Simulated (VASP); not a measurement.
# ZnSiP2 (I-42d) in VASP: a series of runs

The runs below take ZnSiP2 through single point, with PBEsol.

Program: VASP 6.6.1. These are calculated values, not measurements. Logs are shortened: lines on timing, memory, paths and dates and some standing lists are left out, and cuts for length are marked.

## Step 1: The crystal as given

It takes space group I-42d (No. 122, tetragonal). The conventional cell has a = 5.358 Å, b = 5.358 Å, c = 10.444 Å, α = 90.00°, β = 90.00°, γ = 90.00°. Zn (site symmetry -4) is surrounded by 4 P at 2.35 Å. Si (site symmetry -4) is surrounded by 4 P at 2.26 Å. Around P (site symmetry 2) lie 2 Si at 2.26 Å and 2 Zn at 2.35 Å.

The cell is a database's computed one.

## Step 2: Single point, PBEsol

INCAR reads:

```
SYSTEM = ZnSiP2
PREC = Accurate
ENCUT = 700
EDIFF = 1E-7
ISMEAR = 0
SIGMA = 0.02
LREAL = .FALSE.
LASPH = .TRUE.
NELM = 100
ALGO = Normal
ISIF = 2
LWAVE = .FALSE.
LCHARG = .TRUE.
GGA = PS
LELF = .TRUE.
LVHAR = .TRUE.
```

KPOINTS reads:

```
Automatic mesh
0
G
  8 8 8
  0 0 0
```

POSCAR reads:

```
ZnSiP2
1.0
   -2.6789500000      2.6789500000      5.2220000000
    2.6789500000     -2.6789500000      5.2220000000
    2.6789500000      2.6789500000     -5.2220000000
Zn Si P
2 2 4
Direct
    0.0000000000      1.0000000000      0.0000000000
    0.7500000000      0.2500000000      0.5000000000
    0.5000000000      0.5000000000      0.0000000000
    0.2500000000      0.7500000000      0.5000000000
    0.3750000000      0.3898500000      0.5148500000
    0.8750000000      0.8601500000      0.4851500000
    0.6101500000      0.1250000000      0.9851500000
    0.1398500000      0.6250000000      0.0148500000
```

Potentials or basis: VASP PAW PBE potentials, release 64 (Zn, Si, P).

On the command line:

```console
$ cat potpaw_PBE.64/Zn/POTCAR potpaw_PBE.64/Si/POTCAR potpaw_PBE.64/P/POTCAR > POTCAR
$ mpirun -np 1 vasp_std > vasp.out
```

OUTCAR:

```text
SYSTEM = ZnSiP2
   PREC = Accurate
   ENCUT = 700
   EDIFF = 1E-7
   ISMEAR = 0
   LREAL = .FALSE.
   LASPH = .TRUE.
   NELM = 100
   ISIF = 2
   GGA = PS

 ion  position               nearest neighbor table
   1  0.000  0.000  0.000-   8 2.35   7 2.35   5 2.35   6 2.35
   2  0.750  0.250  0.500-   5 2.35   8 2.35   6 2.35   7 2.35
   3  0.500  0.500  0.000-   5 2.26   6 2.26   7 2.26   8 2.26
   4  0.250  0.750  0.500-   5 2.26   6 2.26   7 2.26   8 2.26
   5  0.375  0.390  0.515-   3 2.26   4 2.26   2 2.35   1 2.35
   6  0.875  0.860  0.485-   3 2.26   4 2.26   1 2.35   2 2.35
   7  0.610  0.125  0.985-   3 2.26   4 2.26   2 2.35   1 2.35
   8  0.140  0.625  0.015-   3 2.26   4 2.26   1 2.35   2 2.35

  LATTYP: Found a body centered tetragonal cell.
 ALAT       =     5.3579000000
 C/A-ratio  =     1.9492711697

  Lattice vectors:

 A1 = (  -2.6789500000,   2.6789500000,   5.2220000000)
 A2 = (   2.6789500000,  -2.6789500000,   5.2220000000)
 A3 = (   2.6789500000,   2.6789500000,  -5.2220000000)

Analysis of symmetry for initial positions (statically):
=====================================================================
 Subroutine PRICEL returns:
 Original cell was already a primitive cell.

 Routine SETGRP: Setting up the symmetry group for a
 body centered tetragonal supercell.

 Subroutine GETGRP returns: Found  8 space group operations
 (whereof  4 operations were pure point group operations)
 out of a pool of 16 trial point group operations.

The static configuration has the point symmetry S_4 .
 The point group associated with its full space group is D_2d.

Analysis of symmetry for dynamics (positions and initial velocities):
=====================================================================
 Subroutine PRICEL returns:
 Original cell was already a primitive cell.

 Routine SETGRP: Setting up the symmetry group for a
 body centered tetragonal supercell.

 Subroutine GETGRP returns: Found  8 space group operations
 (whereof  4 operations were pure point group operations)
 out of a pool of 16 trial point group operations.

The dynamic configuration has the point symmetry S_4 .
 The point group associated with its full space group is D_2d.

 Subroutine INISYM returns: Found  8 space group operations
 (whereof  4 operations are pure point group operations),
 and found     1 'primitive' translations

----------------------------------------------------------------------------------------

                                     Primitive cell

  volume of cell :     149.9084

  direct lattice vectors                    reciprocal lattice vectors
    -2.678950000  2.678950000  5.222000000     0.000000000  0.186640288  0.095748755
     2.678950000 -2.678950000  5.222000000     0.186640288  0.000000000  0.095748755
     2.678950000  2.678950000 -5.222000000     0.186640288  0.186640288  0.000000000

  length of vectors
     6.451575792  6.451575792  6.451575792     0.209767541  0.209767541  0.263949227

  position of ions in fractional coordinates (direct lattice)
     0.000000000  0.000000000  0.000000000
     0.750000000  0.250000000  0.500000000
     0.500000000  0.500000000  0.000000000
     0.250000000  0.750000000  0.500000000
     0.375000000  0.389850000  0.514850000
     0.875000000  0.860150000  0.485150000
     0.610150000  0.125000000  0.985150000
     0.139850000  0.625000000  0.014850000

  ion indices of the primitive-cell ions
   primitive index   ion index
                 1           1
                 2           2
                 3           3
                 4           4
                 5           5
                 6           6
                 7           7
                 8           8

----------------------------------------------------------------------------------------

 KPOINTS: Automatic mesh

Automatic generation of k-mesh.
 Grid dimensions read from file:
 generate k-points for:    8    8    8

 Generating k-lattice:

  Cartesian coordinates                     Fractional coordinates (reciprocal lattice)
     0.000000000  0.023330036  0.011968594     0.125000000 -0.000000000  0.000000000
     0.023330036  0.000000000  0.011968594    -0.000000000  0.125000000  0.000000000
     0.023330036  0.023330036  0.000000000     0.000000000  0.000000000  0.125000000

  Length of vectors
     0.026220943  0.026220943  0.032993653

  Shift w.r.t. Gamma in fractional coordinates (k-lattice)
     0.000000000  0.000000000  0.000000000

 Subroutine IBZKPT returns following result:
 ===========================================

 Found     59 irreducible k-points:

 Following reciprocal coordinates:
            Coordinates               Weight
  0.000000  0.000000  0.000000      1.000000
  0.125000  0.000000  0.000000      8.000000
  0.250000  0.000000  0.000000      8.000000
  0.375000  0.000000  0.000000      8.000000
  0.500000  0.000000  0.000000      4.000000
  0.125000  0.125000  0.000000      8.000000
[... 16 lines left out ...]
  0.250000  0.125000  0.125000     16.000000
  0.375000  0.125000  0.125000      8.000000
 [... further k-points ...]
   k-points           NKPTS =     59   k-points in BZ     NKDIM =     59   number of bands    NBANDS=     31
   number of dos      NEDOS =    301   number of ions     NIONS =      8
   total plane-waves  NPLWV = 175616
   dimension x,y,z NGX =    56 NGY =   56 NGZ =   56
   dimension x,y,z NGXF=   112 NGYF=  112 NGZF=  112
   ions per type =               2   2   4
   NGX,Y,Z   is equivalent  to a cutoff of  14.43, 14.43, 14.43 a.u.
   NGXF,Y,Z  is equivalent  to a cutoff of  28.86, 28.86, 28.86 a.u.
 SYSTEM =  ZnSiP2
   PREC   = accura    normal or accurate (medium, high low for compatibility)
   ISTART =      0    job   : 0-new  1-cont  2-samecut
   ICHARG =      2    charge: 1-file 2-atom 10-const
   ISPIN  =      1    spin polarized calculation?
   LNONCOLLINEAR =      F non collinear calculations
   LSORBIT =      F    spin-orbit coupling
   LASPH  =      T    aspherical Exc in radial PAW
   ENCUT  =  700.0 eV  51.45 Ry    7.17 a.u.  13.92 13.92 13.92*2*pi/ulx,y,z
   NELM   =    100;   NELMIN=  2; NELMDL= -5     # of ELM steps
   EDIFF  = 0.1E-06   stopping-criterion for ELM
   LREAL  =      F    real-space projection
   EDIFFG = 0.1E-05   stopping-criterion for IOM
   NSW    =      0    number of steps for IOM
   IBRION =     -1    ionic relax: 0-MD 1-quasi-New 2-CG
   NFREE  =      0    steps in history (QN), initial steepest desc. (CG)
   ISIF   =      2    stress and relaxation
   ISYM   =      2    0-nonsym 1-usesym 2-fastsym
   POTIM  = 0.5000    time-step for ionic-motion
   TEBEG  =    0.0;   TEEND  =   0.0 temperature during run
   PSTRESS=    0.0 pullay stress
   NELECT =      52.0000    total number of electrons
   NUPDOWN=      -1.0000    fix difference up-down
   EMIN   =  10.00;   EMAX   =-10.00  energy-range for DOS
   EFERMI =   0.00;   METHOD = LEGACY
   ISMEAR =     0;   SIGMA  =   0.02  broadening in eV -4-tet -1-fermi 0-gaus
   EFERMI_NEDOS =   21; number of points for ismear=-14 and -15
   IALGO  =     38    algorithm
   IMIX   =      4    mixing-type and parameters
     AMIX     =   0.40;   BMIX     =  1.00
     AMIX_MAG =   1.60;   BMIX_MAG =  1.00
  volume/ion in A,a.u.               =      18.74       126.45
  Fermi-wavevector in a.u.,A,eV,Ry     =   1.150272  2.173699 18.002221  1.323126
  Thomas-Fermi vector in A             =   2.286937
   LORBIT       =      0    0 simple, 1 ext, 2 COOP (PROOUT), +10 PAW based schemes
   GGA     = PS    functional components
   LHFCALC =     F    Hartree Fock is set to
   AEXX    =    0.0000 exact exchange contribution
   IVDW    =     0    specifies the selected vdW correction
   LEPSILON=     F    determine dielectric tensor
   LRPA    =     F    only Hartree local field effects (RPA)
 non-spin polarized calculation
 Gauss-broadening in eV      SIGMA  =   0.02
  energy-cutoff  :      700.00
  volume of cell :      149.91
 maximum number of plane-waves:      6347
   NGX = 27   NGY = 27   NGZ = 27

 number of electron      52.0000008 magnetization

 Free energy of the ion-electron system (eV)
  ---------------------------------------------------
  ext. energy  EPLUGINS =         0.00000000
  ---------------------------------------------------
  free energy    TOTEN  =       -40.23783548 eV

  energy without entropy =      -40.23783548  energy(sigma->0) =      -40.23783548

 E-fermi :   4.7807     XC(G=0): -10.0136

 val. band max:        4.6682076857   @ k =   0.0000   0.0000   0.0000
 cond. band min:       5.8298462750   @ k =   0.0000   0.0000   0.0000
 fundamental gap:      1.1616385893
 Fermi energy:         4.7806686046

 k-point     1 :       0.0000    0.0000    0.0000
  band No.  band energies     occupation
      1      -8.4539      2.00000
      2      -5.4795      2.00000
      3      -5.4757      2.00000
      4      -5.4757      2.00000
      5      -3.9431      2.00000
      6      -2.2386      2.00000
[... 23 lines left out ...]
     30       7.9291      0.00000
     31       7.9299      0.00000

 k-point     2 :       0.1250    0.0000    0.0000
  band No.  band energies     occupation
      1      -8.3811      2.00000
      2      -5.6603      2.00000
      3      -5.5403      2.00000
      4      -5.5041      2.00000
      5      -3.7757      2.00000
      6      -2.2661      2.00000
[... 23 lines left out ...]
     30       7.8670      0.00000
     31       8.0377      0.00000

 k-point     3 :       0.2500    0.0000    0.0000
  band No.  band energies     occupation
      1      -8.1707      2.00000
      2      -6.0790      2.00000
      3      -5.6673      2.00000
      4      -5.5850      2.00000
      5      -3.4501      2.00000
      6      -2.4224      2.00000
[... 703 lines left out ...]
     30       7.5760      0.00000
     31       8.6750      0.00000

 k-point    24 :       0.3750    0.1250    0.1250
  band No.  band energies     occupation
      1      -7.4642      2.00000
      2      -6.7960      2.00000
      3      -6.0032      2.00000
      4      -5.7688      2.00000
      5      -2.9556      2.00000
      6      -2.5882      2.00000
[... 23 lines left out ...]
     30       8.2766      0.00000
     31       8.7421      0.00000

 [... further k-points ...]

------------------------ aborting loop because EDIFF is reached ----------------------------------------

  FORCE on cell =-STRESS in cart. coord.  units (eV):
  Direction    XX          YY          ZZ          XY          YZ          ZX
  --------------------------------------------------------------------------------------
  -------------------------------------------------------------------------------------
  Total       -0.0111573     -0.0111573      0.0411964      0.0000000      0.0000000      0.0000000
  in kB       -0.1192456     -0.1192456      0.4402946      0.0000000      0.0000000      0.0000000
  external PRESSURE =       0.0672678 kB  Pullay stress =       0.0000000 kB

 VOLUME and BASIS-vectors are now :
 -----------------------------------------------------------------------------
  energy-cutoff  :      700.00
  volume of cell :      149.91
      direct lattice vectors                 reciprocal lattice vectors
    -2.678950000  2.678950000  5.222000000     0.000000000  0.186640288  0.095748755
     2.678950000 -2.678950000  5.222000000     0.186640288  0.000000000  0.095748755
     2.678950000  2.678950000 -5.222000000     0.186640288  0.186640288  0.000000000

 POSITION                                       TOTAL-FORCE (eV/Angst)
 -----------------------------------------------------------------------------------
      0.00000      0.00000      0.00000         0.000000      0.000000      0.000000
      0.00000      2.67895      2.61100         0.000000     -0.000000     -0.000000
      0.00000      0.00000      5.22200         0.000000     -0.000000      0.000000
      2.67895      0.00000      2.61100         0.000000      0.000000      0.000000
      1.41904      1.33947      1.30550         0.000376      0.000000      0.000000
      1.25991      1.33947      6.52750        -0.000376     -0.000000      0.000000
      1.33947      3.93886     -1.30550         0.000000     -0.000376      0.000000
      1.33948     -1.25991      3.91650         0.000000      0.000376      0.000000
 -----------------------------------------------------------------------------------
    total drift:                                0.000005      0.000005      0.000003

  FREE ENERGIE OF THE ION-ELECTRON SYSTEM (eV)
  ---------------------------------------------------
  free  energy   TOTEN  =       -40.2378354828 eV

  energy  without entropy=      -40.2378354828  energy(sigma->0) =      -40.23783548
```

It took 14 min on 1 thread of Intel Xeon Platinum 8488C (Sapphire Rapids), shared host; peak memory 0.69 GiB.

Results:

| Item | Value |
| --- | --- |
| Free energy | -40.2378 eV |
| Pressure | 0.0 GPa |
| Band gap on the k mesh | 1.16 eV, direct |

Caveat: the PAW data sets were made with another functional, which shifts forces and pressure a little. Expect the measured gap to be larger: semilocal functionals such as PBEsol lack the derivative discontinuity.

## Step 3: Single point, PBEsol

Edit INCAR of step 2 so:

```diff
@@ -2,3 +2,3 @@
 PREC = Accurate
-ENCUT = 700
+ENCUT = 520
 EDIFF = 1E-7
```

KPOINTS reads:

```
Automatic mesh
0
G
  12 12 12
  0 0 0
```

POSCAR is that of step 2.

Potentials or basis: VASP PAW PBE potentials, release 64 (Zn, Si, P).

On the command line:

```console
$ cat potpaw_PBE.64/Zn/POTCAR potpaw_PBE.64/Si/POTCAR potpaw_PBE.64/P/POTCAR > POTCAR
$ mpirun -np 1 vasp_std > vasp.out
```

Wall time 21 min (1 thread of Intel Xeon Platinum 8488C (Sapphire Rapids), shared host); peak memory 0.79 GiB.

It converged, with:

```yaml
Free_energy: -40.2372 eV
Pressure: 0.0 GPa
Band_gap_on_the_k_mesh: 1.16 eV, direct
```

Levels at points of the mesh, in eV from the valence-band top:
| k point | band 24 | band 25 | band 26 | band 27 | band 28 | band 29 |
| --- | --- | --- | --- | --- | --- | --- |
| (0.00, 0.00, 0.00) | -0.13 | -0.13 | 0.00 | 1.16 | 1.78 | 2.61 |
| (0.50, 0.00, 0.00) | -1.82 | -1.52 | -0.84 | 2.69 | 2.80 | 2.95 |
| (0.50, 0.50, 0.00) | -1.07 | -0.58 | -0.58 | 1.93 | 1.93 | 3.08 |
| (0.50, 0.50, 0.50) | -1.92 | -1.19 | -1.19 | 1.37 | 1.37 | 1.58 |

Caveat: the PAW data sets were made with another functional, which shifts forces and pressure a little.
